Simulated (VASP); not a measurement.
# HgTe (Coloradoite) (F-43m) in VASP: further runs

One crystal, HgTe (Coloradoite), is run at these levels: PBEsol; tasks: relaxation of the atoms.

Everything below comes from runs of VASP 6.6.1. Logs are shortened: lines on timing, memory, paths and dates and some standing lists are left out, and cuts for length are marked.

### 1 The undisturbed crystal

The structure is cubic, space group F-43m (No. 216). The conventional cell has a = 6.429 Å, b = 6.429 Å, c = 6.429 Å, α = 90.00°, β = 90.00°, γ = 90.00°. Hg (site symmetry -43m) is surrounded by 4 Te at 2.78 Å. Te (site symmetry -43m) is surrounded by 4 Hg at 2.78 Å.

### 2 Relaxation of the atoms, PBEsol (a relaxed cell with its volume scaled by 0.96)

INCAR reads:

```
ALGO = Normal ; EDIFF = 1E-7
EDIFFG = -0.01 ; ENCUT = 600
GGA = PS ; IBRION = 2
ISIF = 2 ; ISMEAR = 0
LASPH = True ; LCHARG = False
LREAL = False ; LWAVE = False
NELM = 80 ; NSW = 40
PREC = Accurate ; SIGMA = 0.03
```

KPOINTS reads:

```
k-points
0
Gamma
  10 10 10
```

POSCAR reads:

```
HgTe                                    
1.0
    0.0000000000      3.2139762763      3.2139762763
    3.2139762763      0.0000000000      3.2139762763
    3.2139762763      3.2139762763      0.0000000000
  Hg              Te            
     1     1
Direct
     0.0000000000000000    0.0000000000000000    0.0000000000000000
     0.2500000000000000    0.2500000000000000    0.2500000000000000
```

Potentials or basis: VASP PAW PBE potentials, release 64 (Hg, Te).

Started as:

```bash
$ cat potpaw_PBE.64/Hg/POTCAR potpaw_PBE.64/Te/POTCAR > POTCAR
$ mpirun -np 1 vasp_std > vasp.out
```

OUTCAR:

```text
EDIFF = 1E-7
   EDIFFG = -0.01
   ENCUT = 600
   GGA = PS
   IBRION = 2
   ISIF = 2
   ISMEAR = 0
   LASPH = True
   LREAL = False
   NELM = 80
   NSW = 40
   PREC = Accurate

 ion  position               nearest neighbor table
   1  0.000  0.000  0.000-   2 2.78   2 2.78   2 2.78   2 2.78
   2  0.250  0.250  0.250-   1 2.78   1 2.78   1 2.78   1 2.78

  LATTYP: Found a face centered cubic cell.
 ALAT       =     6.4279525526

  Lattice vectors:

 A1 = (   0.0000000000,   3.2139762763,   3.2139762763)
 A2 = (   3.2139762763,   0.0000000000,   3.2139762763)
 A3 = (   3.2139762763,   3.2139762763,   0.0000000000)

Analysis of symmetry for initial positions (statically):
=====================================================================
 Subroutine PRICEL returns:
 Original cell was already a primitive cell.

 Routine SETGRP: Setting up the symmetry group for a
 face centered cubic supercell.

 Subroutine GETGRP returns: Found 24 space group operations
 (whereof 24 operations were pure point group operations)
 out of a pool of 48 trial point group operations.

The static configuration has the point symmetry T_d .

Analysis of symmetry for dynamics (positions and initial velocities):
=====================================================================
 Subroutine PRICEL returns:
 Original cell was already a primitive cell.

 Routine SETGRP: Setting up the symmetry group for a
 face centered cubic supercell.

 Subroutine GETGRP returns: Found 24 space group operations
 (whereof 24 operations were pure point group operations)
 out of a pool of 48 trial point group operations.

The dynamic configuration has the point symmetry T_d .

 Subroutine INISYM returns: Found 24 space group operations
 (whereof 24 operations are pure point group operations),
 and found     1 'primitive' translations

----------------------------------------------------------------------------------------

                                     Primitive cell

  volume of cell :      66.3985

  direct lattice vectors                    reciprocal lattice vectors
     0.000000000  3.213976276  3.213976276    -0.155570532  0.155570532  0.155570532
     3.213976276  0.000000000  3.213976276     0.155570532 -0.155570532  0.155570532
     3.213976276  3.213976276  0.000000000     0.155570532  0.155570532 -0.155570532

  length of vectors
     4.545248839  4.545248839  4.545248839     0.269456066  0.269456066  0.269456066

  position of ions in fractional coordinates (direct lattice)
     0.000000000  0.000000000  0.000000000
     0.250000000  0.250000000  0.250000000

  ion indices of the primitive-cell ions
   primitive index   ion index
                 1           1
                 2           2

----------------------------------------------------------------------------------------

 KPOINTS: k-points

Automatic generation of k-mesh.
 Grid dimensions read from file:
 generate k-points for:   10   10   10

 Generating k-lattice:

  Cartesian coordinates                     Fractional coordinates (reciprocal lattice)
    -0.015557053  0.015557053  0.015557053     0.100000000  0.000000000  0.000000000
     0.015557053 -0.015557053  0.015557053     0.000000000  0.100000000  0.000000000
     0.015557053  0.015557053 -0.015557053     0.000000000  0.000000000  0.100000000

  Length of vectors
     0.026945607  0.026945607  0.026945607

  Shift w.r.t. Gamma in fractional coordinates (k-lattice)
     0.000000000  0.000000000  0.000000000

 Subroutine IBZKPT returns following result:
 ===========================================

 Found     47 irreducible k-points:

 Following reciprocal coordinates:
            Coordinates               Weight
  0.000000  0.000000  0.000000      1.000000
  0.100000  0.000000  0.000000      8.000000
  0.200000  0.000000  0.000000      8.000000
  0.300000  0.000000  0.000000      8.000000
  0.400000  0.000000  0.000000      8.000000
  0.500000  0.000000  0.000000      4.000000
[... 16 lines left out ...]
  0.300000  0.300000  0.000000      6.000000
  0.400000  0.300000  0.000000     24.000000
 [... further k-points ...]
   k-points           NKPTS =     47   k-points in BZ     NKDIM =     47   number of bands    NBANDS=     13
   number of dos      NEDOS =    301   number of ions     NIONS =      2
   total plane-waves  NPLWV =  46656
   dimension x,y,z NGX =    36 NGY =   36 NGZ =   36
   dimension x,y,z NGXF=    72 NGYF=   72 NGZF=   72
   ions per type =               1   1
   NGX,Y,Z   is equivalent  to a cutoff of  13.17, 13.17, 13.17 a.u.
   NGXF,Y,Z  is equivalent  to a cutoff of  26.33, 26.33, 26.33 a.u.
 SYSTEM =  unknown system
   PREC   = accura    normal or accurate (medium, high low for compatibility)
   ISTART =      0    job   : 0-new  1-cont  2-samecut
   ICHARG =      2    charge: 1-file 2-atom 10-const
   ISPIN  =      1    spin polarized calculation?
   LNONCOLLINEAR =      F non collinear calculations
   LSORBIT =      F    spin-orbit coupling
   LASPH  =      T    aspherical Exc in radial PAW
   ENCUT  =  600.0 eV  44.10 Ry    6.64 a.u.   9.08  9.08  9.08*2*pi/ulx,y,z
   NELM   =     80;   NELMIN=  2; NELMDL= -5     # of ELM steps
   EDIFF  = 0.1E-06   stopping-criterion for ELM
   LREAL  =      F    real-space projection
   EDIFFG = -.1E-01   stopping-criterion for IOM
   NSW    =     40    number of steps for IOM
   IBRION =      2    ionic relax: 0-MD 1-quasi-New 2-CG
   NFREE  =      1    steps in history (QN), initial steepest desc. (CG)
   ISIF   =      2    stress and relaxation
   ISYM   =      2    0-nonsym 1-usesym 2-fastsym
   POTIM  = 0.5000    time-step for ionic-motion
   TEBEG  =    0.0;   TEEND  =   0.0 temperature during run
   PSTRESS=    0.0 pullay stress
   NELECT =      18.0000    total number of electrons
   NUPDOWN=      -1.0000    fix difference up-down
   EMIN   =  10.00;   EMAX   =-10.00  energy-range for DOS
   EFERMI =   0.00;   METHOD = LEGACY
   ISMEAR =     0;   SIGMA  =   0.03  broadening in eV -4-tet -1-fermi 0-gaus
   EFERMI_NEDOS =   21; number of points for ismear=-14 and -15
   IALGO  =     38    algorithm
   IMIX   =      4    mixing-type and parameters
     AMIX     =   0.40;   BMIX     =  1.00
     AMIX_MAG =   1.60;   BMIX_MAG =  1.00
  volume/ion in A,a.u.               =      33.20       224.04
  Fermi-wavevector in a.u.,A,eV,Ry     =   1.059529  2.002220 15.273934  1.122602
  Thomas-Fermi vector in A             =   2.194878
   LORBIT       =      0    0 simple, 1 ext, 2 COOP (PROOUT), +10 PAW based schemes
   GGA     = PS    functional components
   LHFCALC =     F    Hartree Fock is set to
   AEXX    =    0.0000 exact exchange contribution
   IVDW    =     0    specifies the selected vdW correction
   LEPSILON=     F    determine dielectric tensor
   LRPA    =     F    only Hartree local field effects (RPA)
 conjugate gradient relaxation of ions
 non-spin polarized calculation
 Gauss-broadening in eV      SIGMA  =   0.03
  energy-cutoff  :      600.00
  volume of cell :       66.40
 maximum number of plane-waves:      2252
   NGX = 19   NGY = 19   NGZ = 19

 number of electron      18.0000000 magnetization

 Free energy of the ion-electron system (eV)
  ---------------------------------------------------
  ext. energy  EPLUGINS =         0.00000000
  ---------------------------------------------------
  free energy    TOTEN  =        -4.36061131 eV

  energy without entropy =       -4.36056503  energy(sigma->0) =       -4.36058817

 E-fermi :   3.1415     XC(G=0):  -9.0145

 val. band max:        3.1323506547   @ k =   0.0000   0.0000   0.0000
 cond. band min:       3.6571485497   @ k =   0.1000   0.0000   0.0000
 fundamental gap:      0.5247978950
 Fermi energy:         3.1414877419

 k-point     1 :       0.0000    0.0000    0.0000
  band No.  band energies     occupation
      1      -9.0154      2.00000
      2      -4.3148      2.00000
      3      -4.3148      2.00000
      4      -4.3148      2.00000
      5      -3.7582      2.00000
      6      -3.7582      2.00000
      7       2.3680      2.00000
      8       3.1324      1.33333
      9       3.1324      1.33333
     10       3.1324      1.33333
     11       7.2814      0.00000
     12       7.2814      0.00000
     13       7.2814      0.00000

 k-point     2 :       0.1000    0.0000    0.0000
  band No.  band energies     occupation
      1      -8.9632      2.00000
      2      -4.3001      2.00000
      3      -4.3001      2.00000
      4      -4.2986      2.00000
      5      -3.7599      2.00000
      6      -3.7599      2.00000
      7       1.5352      2.00000
      8       3.0101      2.00000
      9       3.0101      2.00000
     10       3.6571      0.00000
     11       7.1734      0.00000
     12       7.4427      0.00000
     13       7.4427      0.00000

 k-point     3 :       0.2000    0.0000    0.0000
  band No.  band energies     occupation
      1      -8.8218      2.00000
      2      -4.2633      2.00000
      3      -4.2633      2.00000
      4      -4.2306      2.00000
      5      -3.7615      2.00000
      6      -3.7615      2.00000
      7       0.3029      2.00000
      8       2.7228      2.00000
      9       2.7228      2.00000
     10       3.9545      0.00000
     11       7.5300      0.00000
     12       7.7844      0.00000
     13       7.7844      0.00000
[... 305 lines left out ...]
 k-point    23 :       0.3000    0.3000    0.0000
  band No.  band energies     occupation
      1      -8.5062      2.00000
      2      -4.2176      2.00000
      3      -4.0980      2.00000
      4      -4.0980      2.00000
      5      -3.7628      2.00000
      6      -3.7153      2.00000
      7      -0.8747      2.00000
      8       1.4270      2.00000
      9       1.4270      2.00000
     10       5.0651      0.00000
     11       5.9031      0.00000
     12       9.8926      0.00000
     13       9.9287      0.00000

 k-point    24 :       0.4000    0.3000    0.0000
  band No.  band energies     occupation
      1      -8.3790      2.00000
      2      -4.1711      2.00000
      3      -4.0521      2.00000
      4      -4.0267      2.00000
      5      -3.7092      2.00000
      6      -3.6671      2.00000
      7      -1.4916      2.00000
      8       1.0065      2.00000
      9       1.2037      2.00000
     10       5.1653      0.00000
     11       6.0129      0.00000
     12       9.5290      0.00000
     13      10.3189      0.00000

 [... further k-points ...]

------------------------ aborting loop because EDIFF is reached ----------------------------------------

  FORCE on cell =-STRESS in cart. coord.  units (eV):
  Direction    XX          YY          ZZ          XY          YZ          ZX
  --------------------------------------------------------------------------------------
  -------------------------------------------------------------------------------------
  Total        0.7916069      0.7916069      0.7916069      0.0000000      0.0000000      0.0000000
  in kB       19.1012668     19.1012668     19.1012668      0.0000000      0.0000000      0.0000000
  external PRESSURE =      19.1012668 kB  Pullay stress =       0.0000000 kB

 VOLUME and BASIS-vectors are now :
 -----------------------------------------------------------------------------
  energy-cutoff  :      600.00
  volume of cell :       66.40
      direct lattice vectors                 reciprocal lattice vectors
     0.000000000  3.213976276  3.213976276    -0.155570532  0.155570532  0.155570532
     3.213976276  0.000000000  3.213976276     0.155570532 -0.155570532  0.155570532
     3.213976276  3.213976276  0.000000000     0.155570532  0.155570532 -0.155570532

 POSITION                                       TOTAL-FORCE (eV/Angst)
 -----------------------------------------------------------------------------------
      0.00000      0.00000      0.00000        -0.000000     -0.000000     -0.000000
      1.60699      1.60699      1.60699         0.000000      0.000000      0.000000
 -----------------------------------------------------------------------------------
    total drift:                               -0.000000     -0.000000     -0.000000

  FREE ENERGIE OF THE ION-ELECTRON SYSTEM (eV)
  ---------------------------------------------------
  free  energy   TOTEN  =        -4.3606113106 eV

  energy  without entropy=       -4.3605650319  energy(sigma->0) =       -4.36058817

 reached required accuracy - stopping structural energy minimisation
```

Wall time 57 s (1 thread of AMD EPYC 7R13 (Zen 3), shared host); peak memory 0.21 GiB.

Results:

```
Free energy             : -4.3606 eV
Pressure after relaxing : 1.9 GPa
Band gap on the k mesh  : none (metal or under the smearing width)
```

Final structure:
```cif
data_structure
_symmetry_space_group_name_H-M 'P 1'
_symmetry_Int_Tables_number 1
_cell_length_a 4.5452
_cell_length_b 4.5452
_cell_length_c 4.5452
_cell_angle_alpha 60.000
_cell_angle_beta 60.000
_cell_angle_gamma 60.000
_cell_volume 66.40
loop_
_atom_site_label
_atom_site_type_symbol
_atom_site_fract_x
_atom_site_fract_y
_atom_site_fract_z
_atom_site_occupancy
Hg1 Hg 0.00000 0.00000 0.00000 1
Te1 Te 0.25000 0.25000 0.25000 1
```

Levels at points of the mesh, in eV from the Fermi level:
| k point | band 5 | band 6 | band 7 | band 8 | band 9 | band 10 | band 11 | band 12 | band 13 |
| --- | --- | --- | --- | --- | --- | --- | --- | --- | --- |
| (0.00, 0.00, 0.00) | -6.90 | -6.90 | -0.77 | -0.01 | -0.01 | -0.01 | 4.14 | 4.14 | 4.14 |
| (0.50, 0.00, 0.00) | -6.88 | -6.59 | -5.66 | -1.04 | -1.04 | 0.63 | 4.95 | 4.95 | 6.71 |
| (0.50, 0.50, 0.00) | -6.83 | -6.43 | -5.57 | -2.38 | -2.38 | 1.82 | 2.32 | 8.15 | 8.88 |

Caveat: the relaxation stopped at its first step, so nothing moved; the PAW data sets were made with another functional, which shifts forces and pressure a little. Spin-orbit coupling is left out, which matters for the levels of Hg, Te.

### 3 Relaxation of the atoms, PBEsol (a relaxed cell with its volume scaled by 0.98)

INCAR is that of step 2.

KPOINTS is that of step 2.

POSCAR reads:

```
HgTe                                    
1.0
    0.0000000000      3.2361423303      3.2361423303
    3.2361423303      0.0000000000      3.2361423303
    3.2361423303      3.2361423303      0.0000000000
  Hg              Te            
     1     1
Direct
     0.0000000000000000    0.0000000000000000    0.0000000000000000
     0.2500000000000000    0.2500000000000000    0.2500000000000000
```

Potentials or basis: VASP PAW PBE potentials, release 64 (Hg, Te).

Started as:

```bash
$ cat potpaw_PBE.64/Hg/POTCAR potpaw_PBE.64/Te/POTCAR > POTCAR
$ mpirun -np 1 vasp_std > vasp.out
```

It took 75 s on 1 thread of AMD EPYC 7R13 (Zen 3), shared host; peak memory 0.24 GiB.

Results (log left out):

```yaml
Free_energy: -4.3728 eV
Pressure_after_relaxing: 0.9 GPa
Band_gap_on_the_k_mesh: none (metal or under the smearing width)
```

Final structure:
```
Hg Te
1.0
     0.00000    3.23614    3.23614
     3.23614    0.00000    3.23614
     3.23614    3.23614    0.00000
Hg Te
1 1
Direct
  0.00000 0.00000 0.00000
  0.25000 0.25000 0.25000
```

Levels at points of the mesh, in eV from the Fermi level:
```tsv
k point	band 6	band 7	band 8	band 9	band 10	band 11	band 12	band 13
(0.00, 0.00, 0.00)	-6.80	-0.82	-0.01	-0.01	-0.01	4.18	4.18	4.18
(0.50, 0.00, 0.00)	-6.50	-5.52	-1.00	-1.00	0.63	4.97	4.97	6.72
(0.50, 0.50, 0.00)	-6.36	-5.46	-2.29	-2.29	1.83	2.38	8.08	8.79
```

Caveat: the relaxation stopped at its first step, so nothing moved; the PAW data sets were made with another functional, which shifts forces and pressure a little.
